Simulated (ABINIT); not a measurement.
# Fe (P6_3/mmc) in ABINIT: further runs, part 3 of 3

ABINIT 10.8.3 (patched build). The steps go on from the part before.

**4. Optical spectrum, PBEsol, collinear spin, ferromagnetic start**

File run.abi:

```
# Datasets
ndtset 3

# Pseudopotentials
pp_dirpath "./"
pseudos "Fe.upf"

# Structure
acell 3*1.0 Angstrom
rprim
     2.4341575853     0.0000000000     0.0000000000
    -1.2170787927     2.1080423057     0.0000000000
     0.0000000000     0.0000000000     3.8419344700
ntypat 1
znucl 26
natom 2
typat 1 1
xred
            2/3            1/3            3/4
            1/3            2/3            1/4

# Plane-wave basis
ecut 1115.666836 eV

# k points
ngkpt 20 20 12
nshiftk 1
shiftk 0.0 0.0 0.5
istwfk *1

# Exchange and correlation
ixc -116133

# Bands and occupations
occopt 4
tsmear 0.00734986

# Spin
nsppol 2
spinat
     0.0000000000     0.0000000000     3.0000000000
     0.0000000000     0.0000000000     3.0000000000

# SCF cycle
nstep 80

# Output
iomode 3
prteig 0
prtebands 0

# Dataset 1: ground state
nband1 22
tolvrs1 1.0e-12
prtden1 1
prtwf1 0
kptopt1 1

# Dataset 2: empty bands at fixed density
iscf2 -3
getden2 1
nband2 32
nbdbuf2 4
tolwfr2 1.0e-12
nstep2 120
prtden2 0
kptopt2 1

# Dataset 3: wave functions and velocity matrix elements in the full zone
optdriver3 8
wfk_task3 "wfk_optics_fullbz"
getwfk3 2
nband3 28
kptopt3 1
prtevk3 1
inclvkb3 2
```

File optic.abi:

```
&FILES
 ddkfile_1 = 'runo_DS3_1_EVK.nc',
 ddkfile_2 = 'runo_DS3_2_EVK.nc',
 ddkfile_3 = 'runo_DS3_3_EVK.nc',
 wfkfile = 'runo_DS3_WFK.nc'
/
&PARAMETERS
 broadening = 0.007350,
 domega = 0.002,
 maxomega = 0.8,
 scissor = 0.000000,
 tolerance = 0.002
/
&COMPUTATIONS
 num_lin_comp = 2,
 lin_comp = 11,33,
 num_nonlin_comp = 0
/
```

Potentials or basis: PseudoDojo NC SR PBEsol v0.4.1 standard.

Launch:

```bash
$ mpirun --bind-to none -np 4 abinit run.abi > log 2>&1
$ optic optic.abi > optic.log 2>&1
```

run.abo:

```text
.Version 10.8.3 of ABINIT
 DATASET    1 : space group P6_3/m m c (#194); Bravais hP (primitive hexag.)
================================================================================
 Values of the parameters that define the memory need for DATASET  1.
     intxc =       0    ionmov =       0      iscf =       7    lmnmax =       6
     lnmax =       6     mgfft =      45  mpssoang =       3    mqgrid =    3001
     natom =       2  nloc_mem =       1    nspden =       2   nspinor =       1
    nsppol =       2      nsym =      24    n1xccc =    2501    ntypat =       1
    occopt =       4   xclevel =       2
       mpw =        1707          nfft =       40500          nkpt =         264
================================================================================
================================================================================
[... 13 lines left out ...]
 DATASET    3 : space group P6_3/m m c (#194); Bravais hP (primitive hexag.)
================================================================================
 Values of the parameters that define the memory need for DATASET  3.
     intxc =       0    ionmov =       0      iscf =       7    lmnmax =       6
     lnmax =       6     mgfft =      45  mpssoang =       3    mqgrid =    3001
     natom =       2  nloc_mem =       1    nspden =       2   nspinor =       1
    nsppol =       2      nsym =      24    n1xccc =    2501    ntypat =       1
    occopt =       4   xclevel =       2
       mpw =        1707          nfft =       40500          nkpt =         264
================================================================================
================================================================================

--------------------------------------------------------------------------------
------------- Echo of variables that govern the present computation ------------
--------------------------------------------------------------------------------
 -outvars: echo values of preprocessed input variables --------
            acell      1.8897261259E+00  1.8897261259E+00  1.8897261259E+00 Bohr
              amu      5.58470000E+01
             ecut      4.10000000E+01 Hartree
           getden1          0
           getden2          1
           getden3          0
           getwfk1          0
           getwfk2          0
           getwfk3          2
             iscf1          7
             iscf2         -3
             iscf3          7
              ixc     -116133
           jdtset        1    2    3
                       outvar_i_n : Printing only first  50 k-points.
         kptrlatt       20    0    0      0   20    0      0    0   12
          kptrlen      8.71224473E+01
            natom           2
            nband1         22
            nband2         32
            nband3         28
           nbdbuf1          0
           nbdbuf2          4
           nbdbuf3          0
           ndtset           3
            ngfft          30      30      45
             nkpt         264
           nspden           2
           nsppol           2
            nstep1         80
            nstep2        120
            nstep3         80
             nsym          24
           ntypat           1
                       prtocc : prtvol=0, do not print more k-points.
                       1.000000  1.000000  1.000000  1.000000  1.000000  1.000000
                       1.000000  1.000000  1.000000  1.000000  1.000000  1.000000
[... 1080 lines left out ...]

 ----iterations are completed or convergence reached----

 Mean square residual over all n,k,spin=   42.310E-14; max=  99.943E-14
 reduced coordinates (array xred) for    2 atoms
       0.666666666667      0.333333333333      0.750000000000
       0.333333333333      0.666666666667      0.250000000000

 cartesian coordinates (angstrom) at end:
    1      1.21707879263333     0.70268076856667     2.88145085250000
    2     -0.00000000003333     1.40536153713333     0.96048361750000
 length scales=  1.889726125908  1.889726125908  1.889726125908 bohr
              =  1.000000000000  1.000000000000  1.000000000000 angstroms
 Eigenvalues (hartree) for nkpt= 264  k points, SPIN UP:
 kpt#   1, nband= 32, wtk=  0.00042, kpt=  0.0000  0.0000  0.0417 (reduced coord)
  -2.62419   -2.61842   -1.39340   -1.37095   -1.37095   -1.36693   -1.36693   -1.36630
   0.23627    0.38351    0.51054    0.51054    0.51624    0.52905    0.52905    0.54343
   0.54343    0.58946    0.60402    0.60402    0.91326    1.36700    1.50054    1.52938
   1.54474    1.54474    1.58192    1.58192    1.70876    1.70876    1.77718    1.82704
      occupation numbers for kpt#   1
   1.00000    1.00000    1.00000    1.00000    1.00000    1.00000    1.00000    1.00000
   1.00000    1.00000    1.00000    1.00000    1.00000    1.00000    1.00000    1.00000
   1.00000    0.00256    0.00000    0.00000    0.00000    0.00000    0.00000    0.00000
   0.00000    0.00000    0.00000    0.00000    0.00000    0.00000    0.00000    0.00000
 prteigrs : prtvol=0 or 1, do not print more k-points.

 Eigenvalues (hartree) for nkpt= 264  k points, SPIN DOWN:
 kpt#   1, nband= 32, wtk=  0.00042, kpt=  0.0000  0.0000  0.0417 (reduced coord)
  -2.62419   -2.61842   -1.39340   -1.37095   -1.37095   -1.36693   -1.36693   -1.36630
   0.23627    0.38351    0.51054    0.51054    0.51624    0.52905    0.52905    0.54343
   0.54343    0.58946    0.60402    0.60402    0.91326    1.36700    1.50054    1.52938
   1.54474    1.54474    1.58192    1.58192    1.70876    1.70876    1.77718    1.82704
      occupation numbers for kpt#   1
   1.00000    1.00000    1.00000    1.00000    1.00000    1.00000    1.00000    1.00000
   1.00000    1.00000    1.00000    1.00000    1.00000    1.00000    1.00000    1.00000
   1.00000    0.00256    0.00000    0.00000    0.00000    0.00000    0.00000    0.00000
   0.00000    0.00000    0.00000    0.00000    0.00000    0.00000    0.00000    0.00000
 prteigrs : prtvol=0 or 1, do not print more k-points.

--- !EnergyTerms
iteration_state     : {dtset: 2, }
comment             : Components of total free energy in Hartree
kinetic             :  1.14264057052897E+02
hartree             :  5.61178859980625E+01
xc                  : -3.51851427313713E+01
Ewald energy        : -1.82448243885161E+02
psp_core            :  7.23905800067809E+00
local_psp           : -1.96783839086208E+02
non_local_psp       : -1.36367979092554E+01
internal            : -2.50433022560358E+02
'-kT*entropy'       :  1.21749808292174E-05
total_energy        : -2.50433010385377E+02
...

--- !EnergyTermsDC
iteration_state     : {dtset: 2, }
comment             : '"Double-counting" decomposition of free energy'
band_energy         : -1.93737099174463E+01
Ewald energy        : -1.82448243885161E+02
psp_core            :  7.23905800067809E+00
xc_dc               : -5.58501269777198E+01
internal            : -2.50433022779649E+02
'-kT*entropy'       :  1.21749808292174E-05
total_energy_dc     : -2.50433010604668E+02
...

================================================================================
== DATASET  3 ==================================================================

--- !DatasetInfo
iteration_state: {dtset: 3, }
dimensions: {natom: 2, nkpt: 264, mband: 28, nsppol: 2, nspinor: 1, nspden: 2, mpw: 1707, }
cutoff_energies: {ecut:  41.0, pawecutdg:  -1.0, }
electrons: {nelect:   3.20000000E+01, charge:   0.00000000E+00, occopt:   4.00000000E+00, tsmear:   7.34986000E-03, }
meta: {optdriver: 8, wfk_task: 7, }
...

 mkfilename : getwfk/=0, take file _WFK from output of DATASET   2.

--------------------------------------------------------------------------------

 Computation of velocity matrix elements (DDK)

 Parameters extracted from the Abinit header:
    ecut:     41.0
    nkpt:    4800
    mband:   32
    nsppol:  2
    nspinor: 1
    useylm:  0
    inclvkb: 2
    bmin: 1, bmax: 32
    Computing diagonal and off-diagonal matrix elements
    Between band index bmin: 1, bmax: 32

== END DATASET(S) ==============================================================
================================================================================

 -outvars: echo values of variables after computation  --------
            acell      1.8897261259E+00  1.8897261259E+00  1.8897261259E+00 Bohr
           etotal1    -2.5043301060E+02
           etotal2    -2.5043301060E+02
           etotal3     0.0000000000E+00
            fcart1     8.7805725692E-29 -1.6898219786E-29 -0.0000000000E+00
                      -8.7805725692E-29  1.6898219786E-29 -0.0000000000E+00
            fcart3     0.0000000000E+00  0.0000000000E+00  0.0000000000E+00
                       0.0000000000E+00  0.0000000000E+00  0.0000000000E+00
            rprim      2.4341575853E+00  0.0000000000E+00  0.0000000000E+00
                      -1.2170787927E+00  2.1080423057E+00  0.0000000000E+00
                       0.0000000000E+00  0.0000000000E+00  3.8419344700E+00
           strten1     1.8277056739E-04  1.8277056658E-04  1.6210353628E-04
                       0.0000000000E+00  0.0000000000E+00  1.2949565493E-12
           strten3     0.0000000000E+00  0.0000000000E+00  0.0000000000E+00
                       0.0000000000E+00  0.0000000000E+00  0.0000000000E+00
           xangst      1.2170787926E+00  7.0268076857E-01  2.8814508525E+00
                      -3.3333322069E-11  1.4053615371E+00  9.6048361750E-01
             xred      6.6666666667E-01  3.3333333333E-01  7.5000000000E-01
                       3.3333333333E-01  6.6666666667E-01  2.5000000000E-01
 Calculation completed.
```

Wall time 8.3 min (4 MPI ranks of Arm Neoverse V1, shared host); peak memory 15 GiB.

What came out:

| Item | Value |
| --- | --- |
| Free energy | -6814.6294 eV |
| Pressure | -5.2 GPa |
| Net moment | 0.00 μB per cell |

Dielectric function (mean over the directions given):
| energy (eV) | real part | imaginary part |
| --- | --- | --- |
| 0.33 | 80.52 | 33.42 |
| 1.31 | 44.84 | 69.36 |
| 2.29 | -11.70 | 44.26 |
| 3.37 | -12.39 | 16.92 |
| 4.35 | -9.76 | 9.04 |
| 5.44 | -4.68 | 4.16 |
| 6.42 | -1.35 | 5.31 |
| 7.51 | -3.08 | 3.18 |
| 8.49 | -1.78 | 2.08 |
| 9.58 | -0.31 | 1.59 |
| 10.56 | -0.13 | 1.64 |
| 11.65 | 0.00 | 1.61 |
| 12.63 | 0.72 | 1.62 |
| 13.71 | 0.50 | 1.56 |
| 14.69 | 0.54 | 1.85 |
| 15.78 | 0.60 | 1.56 |
| 16.76 | 0.70 | 1.54 |
| 17.85 | 0.79 | 1.53 |
| 18.83 | 0.73 | 1.63 |
| 19.92 | 0.74 | 1.68 |

Caveat: the intraband (Drude) term is left out; the starting moments collapsed, and a magnetic state may lie lower; spectra need much finer meshes, so this one isn't converged; independent-particle spectra lack excitons.
